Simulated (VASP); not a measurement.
# TaN (P6_3/mmc) in VASP: settings compared

One crystal, TaN, is run at these levels: PBEsol+D3(BJ), PBEsol, PBEsol+U; tasks: relaxation of cell and atoms, single point.

All numbers are computed with VASP 6.6.1; they aren't measurements. Logs are shortened: lines on timing, memory, paths and dates and some standing lists are left out, and cuts for length are marked.

## 1. Starting point

Symmetry: P6_3/mmc, No. 194, hexagonal system. The conventional cell has a = 2.922 Å, b = 2.922 Å, c = 5.917 Å, α = 90.00°, β = 90.00°, γ = 120.00°. Ta (site symmetry -3m) has 6 N at 2.24 Å as nearest neighbours. N (site symmetry -6m2) has 6 Ta at 2.24 Å as nearest neighbours.

The cell comes from a database or a generator and needn't be the stable form of this composition.

## 2. Relaxation of cell and atoms, PBEsol+D3(BJ)

INCAR

```
SYSTEM = TaN
PREC = Accurate ; ENCUT = 600
EDIFF = 1E-6 ; ISMEAR = -1
SIGMA = 0.05 ; LREAL = .FALSE.
LASPH = .TRUE. ; NELM = 80
ALGO = Normal ; ISIF = 3
LWAVE = .FALSE. ; LCHARG = .FALSE.
GGA = PS ; IVDW = 12
IBRION = 2 ; NSW = 60
EDIFFG = -0.02
```

KPOINTS

```
Automatic mesh
0
G
  10 10 5
  0 0 0
```

POSCAR

```
TaN
1.0
    2.9217699809      0.0000000000      0.0000000000
   -1.4608849905      2.5303270275      0.0000000000
    0.0000000000      0.0000000000      5.9165150000
Ta N
2 2
Direct
    0.0000000000      0.0000000000      0.5000000000
    0.0000000000      0.0000000000      0.0000000000
    0.3333333333      0.6666666667      0.2500000000
    0.6666666667      0.3333333333      0.7500000000
```

Potentials or basis: VASP PAW PBE potentials, release 64 (Ta_pv, N).

Run with:

```
cat potpaw_PBE.64/Ta_pv/POTCAR potpaw_PBE.64/N/POTCAR > POTCAR
mpirun -np 1 vasp_std > vasp.out
```

OUTCAR:

```text
SYSTEM = TaN
   PREC = Accurate
   ENCUT = 600
   EDIFF = 1E-6
   ISMEAR = -1
   LREAL = .FALSE.
   LASPH = .TRUE.
   NELM = 80
   ISIF = 3
   GGA = PS
   IVDW = 12
   IBRION = 2
   NSW = 60
   EDIFFG = -0.02
 IVDW          = 12

 ion  position               nearest neighbor table
   1  0.000  0.000  0.500-   3 2.24   4 2.24   4 2.24   3 2.24   4 2.24   3 2.24   2 2.96   2 2.96

   2  0.000  0.000  0.000-   3 2.24   4 2.24   4 2.24   3 2.24   4 2.24   3 2.24   1 2.96   1 2.96

   3  0.333  0.667  0.250-   1 2.24   2 2.24   1 2.24   2 2.24   1 2.24   2 2.24
   4  0.667  0.333  0.750-   1 2.24   2 2.24   1 2.24   2 2.24   1 2.24   2 2.24

  LATTYP: Found a hexagonal cell.
 ALAT       =     2.9217699809
 C/A-ratio  =     2.0249763119

  Lattice vectors:

 A1 = (   2.9217699809,   0.0000000000,   0.0000000000)
 A2 = (  -1.4608849905,   2.5303270275,   0.0000000000)
 A3 = (   0.0000000000,   0.0000000000,   5.9165150000)

Analysis of symmetry for initial positions (statically):
=====================================================================
 Subroutine PRICEL returns:
 Original cell was already a primitive cell.

 Routine SETGRP: Setting up the symmetry group for a
 hexagonal supercell.

 Subroutine GETGRP returns: Found 24 space group operations
 (whereof 12 operations were pure point group operations)
 out of a pool of 24 trial point group operations.

The static configuration has the point symmetry D_3d.
 The point group associated with its full space group is D_6h.

Analysis of symmetry for dynamics (positions and initial velocities):
=====================================================================
 Subroutine PRICEL returns:
 Original cell was already a primitive cell.

 Routine SETGRP: Setting up the symmetry group for a
 hexagonal supercell.

 Subroutine GETGRP returns: Found 24 space group operations
 (whereof 12 operations were pure point group operations)
 out of a pool of 24 trial point group operations.

The dynamic configuration has the point symmetry D_3d.
 The point group associated with its full space group is D_6h.

 Subroutine INISYM returns: Found 24 space group operations
 (whereof 12 operations are pure point group operations),
 and found     1 'primitive' translations

----------------------------------------------------------------------------------------

                                     Primitive cell

  volume of cell :      43.7410

  direct lattice vectors                    reciprocal lattice vectors
     2.921769981  0.000000000  0.000000000     0.342258291  0.197602916  0.000000000
    -1.460884991  2.530327027  0.000000000     0.000000000  0.395205833  0.000000000
     0.000000000  0.000000000  5.916515000     0.000000000  0.000000000  0.169018417

  length of vectors
     2.921769981  2.921769981  5.916515000     0.395205833  0.395205833  0.169018417

  position of ions in fractional coordinates (direct lattice)
     0.000000000  0.000000000  0.500000000
     0.000000000  0.000000000  0.000000000
     0.333333333  0.666666667  0.250000000
     0.666666667  0.333333333  0.750000000

  ion indices of the primitive-cell ions
   primitive index   ion index
                 1           1
                 2           2
                 3           3
                 4           4

----------------------------------------------------------------------------------------

 KPOINTS: Automatic mesh

Automatic generation of k-mesh.
 Grid dimensions read from file:
 generate k-points for:   10   10    5

 Generating k-lattice:

  Cartesian coordinates                     Fractional coordinates (reciprocal lattice)
     0.034225829  0.019760292  0.000000000     0.100000000  0.000000000  0.000000000
     0.000000000  0.039520583  0.000000000     0.000000000  0.100000000  0.000000000
     0.000000000  0.000000000  0.033803683     0.000000000  0.000000000  0.200000000

  Length of vectors
     0.039520583  0.039520583  0.033803683

  Shift w.r.t. Gamma in fractional coordinates (k-lattice)
     0.000000000  0.000000000  0.000000000

 Subroutine IBZKPT returns following result:
 ===========================================

 Found     42 irreducible k-points:

 Following reciprocal coordinates:
            Coordinates               Weight
  0.000000  0.000000  0.000000      1.000000
  0.100000  0.000000  0.000000      6.000000
  0.200000  0.000000  0.000000      6.000000
  0.300000  0.000000  0.000000      6.000000
  0.400000  0.000000  0.000000      6.000000
  0.500000  0.000000  0.000000      3.000000
[... 16 lines left out ...]
  0.300000  0.100000  0.200000     24.000000
  0.400000  0.100000  0.200000     24.000000
 [... further k-points ...]
   k-points           NKPTS =     42   k-points in BZ     NKDIM =     42   number of bands    NBANDS=     20
   number of dos      NEDOS =    301   number of ions     NIONS =      4
   total plane-waves  NPLWV =  27648
   dimension x,y,z NGX =    24 NGY =   24 NGZ =   48
   dimension x,y,z NGXF=    48 NGYF=   48 NGZF=   96
   ions per type =               2   2
   NGX,Y,Z   is equivalent  to a cutoff of  13.66, 13.66, 13.49 a.u.
   NGXF,Y,Z  is equivalent  to a cutoff of  27.31, 27.31, 26.97 a.u.
 SYSTEM =  TaN
   PREC   = accura    normal or accurate (medium, high low for compatibility)
   ISTART =      0    job   : 0-new  1-cont  2-samecut
   ICHARG =      2    charge: 1-file 2-atom 10-const
   ISPIN  =      1    spin polarized calculation?
   LNONCOLLINEAR =      F non collinear calculations
   LSORBIT =      F    spin-orbit coupling
   LASPH  =      T    aspherical Exc in radial PAW
   ENCUT  =  600.0 eV  44.10 Ry    6.64 a.u.   5.84  5.84 11.82*2*pi/ulx,y,z
   NELM   =     80;   NELMIN=  2; NELMDL= -5     # of ELM steps
   EDIFF  = 0.1E-05   stopping-criterion for ELM
   LREAL  =      F    real-space projection
   EDIFFG = -.2E-01   stopping-criterion for IOM
   NSW    =     60    number of steps for IOM
   IBRION =      2    ionic relax: 0-MD 1-quasi-New 2-CG
   NFREE  =      1    steps in history (QN), initial steepest desc. (CG)
   ISIF   =      3    stress and relaxation
   ISYM   =      2    0-nonsym 1-usesym 2-fastsym
   POTIM  = 0.5000    time-step for ionic-motion
   TEBEG  =    0.0;   TEEND  =   0.0 temperature during run
   PSTRESS=    0.0 pullay stress
   NELECT =      32.0000    total number of electrons
   NUPDOWN=      -1.0000    fix difference up-down
   EMIN   =  10.00;   EMAX   =-10.00  energy-range for DOS
   EFERMI =   0.00;   METHOD = LEGACY
   ISMEAR =    -1;   SIGMA  =   0.05  broadening in eV -4-tet -1-fermi 0-gaus
   EFERMI_NEDOS =   21; number of points for ismear=-14 and -15
   IALGO  =     38    algorithm
   IMIX   =      4    mixing-type and parameters
     AMIX     =   0.40;   BMIX     =  1.00
     AMIX_MAG =   1.60;   BMIX_MAG =  1.00
  volume/ion in A,a.u.               =      10.94        73.79
  Fermi-wavevector in a.u.,A,eV,Ry     =   1.475124  2.787581 29.606163  2.175992
  Thomas-Fermi vector in A             =   2.589812
   LORBIT       =      0    0 simple, 1 ext, 2 COOP (PROOUT), +10 PAW based schemes
   GGA     = PS    functional components
   LHFCALC =     F    Hartree Fock is set to
   AEXX    =    0.0000 exact exchange contribution
   IVDW    =    12    specifies the selected vdW correction
   LEPSILON=     F    determine dielectric tensor
   LRPA    =     F    only Hartree local field effects (RPA)
 conjugate gradient relaxation of ions
 non-spin polarized calculation
  energy-cutoff  :      600.00
  volume of cell :       43.74
 maximum number of plane-waves:      1476
 NGX is ok and might be reduce to    24
   NGX = 11   NGY = 11   NGZ = 23

--------------------------------------- Ionic step        1  -------------------------------------------

 number of electron      32.0000005 magnetization

 Free energy of the ion-electron system (eV)
  ---------------------------------------------------
  ext. energy  EPLUGINS =         0.00000000
  ---------------------------------------------------
  free energy    TOTEN  =       -46.74107840 eV

  energy without entropy =      -46.73097309  energy(sigma->0) =      -46.73602575

------------------------ aborting loop because EDIFF is reached ----------------------------------------

 Edisp (eV)   -1.80838

 E8    (eV) :    -1.2551

  FORCE on cell =-STRESS in cart. coord.  units (eV):
  Direction    XX          YY          ZZ          XY          YZ          ZX
  --------------------------------------------------------------------------------------
  -------------------------------------------------------------------------------------
  Total      -4.39668    -4.39668    -4.70639     0.00000     0.00000     0.00000
  in kB    -161.04474  -161.04474  -172.38929     0.00000     0.00000     0.00000
  external pressure =     -164.83 kB  Pullay stress =        0.00 kB
[... 233 lines left out ...]
  energy  without entropy=      -48.6525368372  energy(sigma->0) =      -48.65741995

--------------------------------------- Ionic step        7  -------------------------------------------

 number of electron      31.9999995 magnetization

 Free energy of the ion-electron system (eV)
  ---------------------------------------------------
  ext. energy  EPLUGINS =         0.00000000
  ---------------------------------------------------
  free energy    TOTEN  =       -46.76004246 eV

  energy without entropy =      -46.75031755  energy(sigma->0) =      -46.75518000

 E-fermi :   8.4600     XC(G=0): -13.7015

 val. band max:        8.4127842334   @ k =   0.1000   0.1000   0.4000
 cond. band min:       8.4732261372   @ k =   0.1000   0.0000   0.2000
 fundamental gap:      0.0604419038
 Fermi energy:         8.4599547339

 k-point     1 :       0.0000    0.0000    0.0000
  band No.  band energies     occupation
      1     -27.0982      2.00000
      2     -26.2040      2.00000
      3     -25.9044      2.00000
      4     -25.9044      2.00000
      5     -25.8313      2.00000
      6     -25.8313      2.00000
[... 12 lines left out ...]
     19       9.0453      0.00002
[... 513 lines left out ...]
      4     -26.2594      2.00000
      5     -26.1804      2.00000
      6     -26.0894      2.00000
[... 12 lines left out ...]
     19      12.6974      0.00000
     20      13.5656      0.00000

 [... further k-points ...]

------------------------ aborting loop because EDIFF is reached ----------------------------------------

 Edisp (eV)   -1.90263

 E8    (eV) :    -1.3206

  FORCE on cell =-STRESS in cart. coord.  units (eV):
  Direction    XX          YY          ZZ          XY          YZ          ZX
  --------------------------------------------------------------------------------------
  -------------------------------------------------------------------------------------
  Total       0.06497     0.06497     0.07376    -0.00000    -0.00000     0.00000
  in kB       2.50203     2.50203     2.84074    -0.00000    -0.00000     0.00000
  external pressure =        2.61 kB  Pullay stress =        0.00 kB
[... 19 lines left out ...]
  FREE ENERGIE OF THE ION-ELECTRON SYSTEM (eV)
  ---------------------------------------------------
  free  energy   TOTEN  =       -48.6626743901 eV

  energy  without entropy=      -48.6529494829  energy(sigma->0) =      -48.65781194

 reached required accuracy - stopping structural energy minimisation
```

It took 56 s on 1 thread of Intel Xeon 6975P-C (Granite Rapids), shared host; peak memory 0.21 GiB.

Results:

| Item | Value |
| --- | --- |
| Free energy | -48.6627 eV |
| Relaxed volume | 10.40 Å³/atom |
| Relaxed cell | a = 2.871 Å, b = 2.871 Å, c = 5.827 Å, α = 90.00°, β = 90.00°, γ = 120.00° |
| Space group after relaxing (to 0.05 Å) | P6_3/mmc (No. 194) |
| Energy gained by relaxing | 28.3 meV/atom |
| Ionic steps | 7 |
| Pressure after relaxing | 0.3 GPa |
| Band gap on the k mesh | none (metal or under the smearing width) |
| Dispersion energy per atom | -0.476 eV |

Step by step:
| step | energy change (eV) | largest force (eV/Å) | pressure (GPa) | volume (Å³) |
| --- | --- | --- | --- | --- |
| 1 | 0.0000 | 0.0000 | -16.48 | 43.74 |
| 2 | 0.6388 | 0.0000 | 57.36 | 37.00 |
| 3 | -0.1124 | 0.0000 | -0.84 | 41.74 |
| 4 | -0.1126 | 0.0000 | -0.19 | 41.66 |
| 5 | -0.1126 | 0.0000 | 0.19 | 41.62 |
| 6 | -0.1128 | 0.0000 | 0.29 | 41.59 |
| 7 | -0.1132 | 0.0000 | 0.26 | 41.60 |

Final structure:
```yaml
crystal:
  lattice:
    - [2.87140, 0.00000, 0.00000]
    - [-1.43570, 2.48671, 0.00000]
    - [0.00000, 0.00000, 5.82651]
  atoms:
    - { symbol: Ta, position: [0.00000, 0.00000, 0.50000] }
    - { symbol: Ta, position: [0.00000, 0.00000, 0.00000] }
    - { symbol: N, position: [0.33333, 0.66667, 0.25000] }
    - { symbol: N, position: [0.66667, 0.33333, 0.75000] }
```

Caveat: the PAW data sets were made with another functional, which shifts forces and pressure a little; pairwise dispersion overbinds metals, which lowers pressure and volume. Spin-orbit coupling is left out, which matters for the levels of Ta.

[end of part 1 of 2]
